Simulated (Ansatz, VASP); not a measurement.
# Ag: VASP beside Ansatz

File INCAR:

```
SYSTEM = Ag
ALGO = Normal
EDIFF = 1E-6
ENCUT = 520
GGA = RP
ISIF = 2
ISMEAR = -1
LASPH = .True.
LCHARG = .False.
LREAL = .False.
LWAVE = .False.
NBANDS = 18
NELM = 100
PREC = Accurate
SIGMA = 0.1
```

Contents of KPOINTS:

```
k-points
0
Gamma
  14 14 8
  0 0 0
```

File POSCAR:

```
Ag
1.0
    2.9919638267      0.0000000000      0.0000000000
   -1.4959819133      2.5911166811      0.0000000000
    0.0000000000      0.0000000000      4.8384007294
Ag
2
Direct
    0.3333333333      0.6666666667      0.2500000000
    0.6666666667      0.3333333333      0.7500000000
```

Input for Ansatz:

```yaml
crystal:
  lattice:
    - [2.9919638267, 0.0, 0.0]
    - [-1.4959819133, 2.5911166811, 0.0]
    - [0.0, 0.0, 4.8384007294]
  atoms:
    - { symbol: Ag, position: [0.3333333333, 0.6666666667, 0.25] }
    - { symbol: Ag, position: [0.6666666667, 0.3333333333, 0.75] }
hamiltonian:
  xc: rpbe
  pseudopotentials:
    kind: paw
    azcp:
      Ag: "pseudopotentials/Ag.paw.azcp"
basis:
  ecutwfc: 420
  fft_grid_basis: typed
kpoints:
  mp_grid: { grid: [14, 14, 8], shift: [0, 0, 0] }
magnetization:
  spin_polarized: false
scf:
  occupations: { method: fermi_dirac, width: 0.1 }
  lower_state_search: "off"
output:
  stress: true
```

Alike in both runs: task single point; functional RPBE; k mesh 14 × 14 × 8; occupations fermi-dirac, width 0.1 eV; no spin polarisation.

|  | VASP | Ansatz |
| --- | --- | --- |
| version | VASP 6.6.1 | Ansatz 0.2.0 |
| potentials or method | VASP PAW PBE potentials, release 64 (Ag) | plane waves (420 eV) with PAW, scalar-relativistic |
| plane-wave cutoff (eV) | 520 | 420 |
| valence electrons in the cell | 22 | 38 |

```tsv
	VASP	Ansatz	Ansatz less VASP
pressure (GPa)	-0.1	0.0	+0.06
largest component of the traceless stress (GPa)	0.43	0.43	+0.004
```

The two sets of potentials don't hold the same shells in valence.

Caveats: the PAW data sets were made with another functional, which shifts forces and pressure a little (VASP).
